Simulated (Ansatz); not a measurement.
# Alloy series in InAs

The parent structure is InAs in the zinc blende structure (space group F-43m, No. 216).

```
CELL_PARAMETERS angstrom
      0.00000     3.04346     3.04346
      3.04346     0.00000     3.04346
      3.04346     3.04346     0.00000
ATOMIC_POSITIONS crystal
  As 0.75000 0.75000 0.75000
  In 0.00000 0.00000 0.00000
```

The other end (x = 1) is CdAs in the zinc blende structure (space group F-43m, No. 216; a hypothetical phase, not in the database extracts checked): 27.16 Å³/atom, gap zero; this end may not be an ambient phase.

Cd replaces a fraction x of In; each row is one arrangement (x, atoms in the cell, starting space group or random), fully relaxed.

Computed with Kohn–Sham DFT with the PBEsol functional, run in Ansatz (a quantum-chemistry and plane-wave program) with PAW and 420 eV plane waves, no spin-orbit coupling.

Notes on the quantities. mixing energy: to 0.01 eV only: unlike meshes or grids; against an end that may be hypothetical.

```
case                           mixing energy  shortest interatomic distance
-----------------------------  -------------  -----------------------------
base                                       –                     4.981 bohr
x(Cd) = 0.333, 6 atoms, P3m1   -0.01 eV/atom                     4.920 bohr
x(Cd) = 0.333, 6 atoms, I-4m2  -0.01 eV/atom                     4.938 bohr
x(Cd) = 0.5, 4 atoms, P-4m2    -0.01 eV/atom                     4.943 bohr
x(Cd) = 0.667, 6 atoms, P3m1    0.00 eV/atom                     4.890 bohr
```

Each cell is one ordered arrangement of few atoms, which overstates ordering effects compared with a random alloy. Whether these cells are dynamically stable was not tested. All final runs are without spin polarisation. An odd electron count without spin: CdIn2As3, CdAs and CdInAs2. The zero or small gap of InAs can change with the level of theory.
